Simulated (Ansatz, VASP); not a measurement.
## One calculation of TiCo, two programs

INCAR

```
  PREC = Accurate
  ENCUT = 520
  EDIFF = 1E-7
  ISMEAR = -1
  SIGMA = 0.05
  LREAL = F
  LASPH = T
  NELM = 100
  ALGO = Normal
  ISIF = 2
  LWAVE = F
  LCHARG = F
  ISPIN = 2
  MAGMOM = 2 1
  LORBIT = 11
  LMAXMIX = 4
  GGA = PS
  NBANDS = 22
```

File KPOINTS:

```
regular mesh
0
Gamma
  9 9 9
```

The input POSCAR:

```
TiCo
1.0
    2.9457531915      0.0000000000      0.0000000000
    0.0000000000      2.9457531915      0.0000000000
    0.0000000000      0.0000000000      2.9457531915
Co Ti
1 1
Direct
    0.5000000000      0.5000000000      0.5000000000
    0.0000000000      0.0000000000      0.0000000000
```

The input input.yaml:

```yaml
crystal:
  lattice:
    - [2.9457531915, 0.0, 0.0]
    - [0.0, 2.9457531915, 0.0]
    - [0.0, 0.0, 2.9457531915]
  atoms:
    - { symbol: Co, position: [0.5, 0.5, 0.5], spin: 2.0 }
    - { symbol: Ti, position: [0.0, 0.0, 0.0], spin: 1.0 }
hamiltonian:
  xc: pbesol
  pseudopotentials: { kind: paw }
magnetization:
  spin_polarized: true
kpoints:
  mp_grid: { grid: [9, 9, 9] }
scf:
  occupations: { method: fermi_dirac, width: 0.05 }
output:
  forces: true
  stress: true
  eigenvalues: true
  write_density: true
  write_potential: true
  elf: true
  volumetric_format: npy
```

Change from the starting cell: volume scaled by 0.96.

Alike in both runs: task single point; functional PBEsol; k mesh 9 × 9 × 9; occupations fermi-dirac, width 0.05 eV; collinear spin, ferromagnetic start.

```csv
,VASP,Ansatz
version,VASP 6.6.1,Ansatz 0.2.0
potentials or method,"VASP PAW PBE potentials, release 64 (Co, Ti_sv)",Ansatz PAW
plane-wave cutoff (eV),520,420
valence electrons in the cell,21,29
```

|  | VASP | Ansatz | Ansatz less VASP |
| --- | --- | --- | --- |
| gap on the k mesh at the Fermi level (eV) | none | none | - |
| pressure (GPa) | -2.0 | -1.5 | +0.53 |
| net moment per atom (μB) | 0.29 | 0.31 | +0.018 |
| size of the moment on the site where the two differ most (μB) | 0.64 | 0.68 | +0.047 |

Site moments also hang on the region over which each program counts them. A gap of «none» marks a metal or a gap that the smearing closes. The two sets of potentials don't hold the same shells in valence.

Caveats: the PAW data sets were made with another functional, which shifts forces and pressure a little (VASP); the PAW data sets come from PBE, with cores solved anew for the run's functional, which leaves a small shift of forces and pressure (Ansatz).
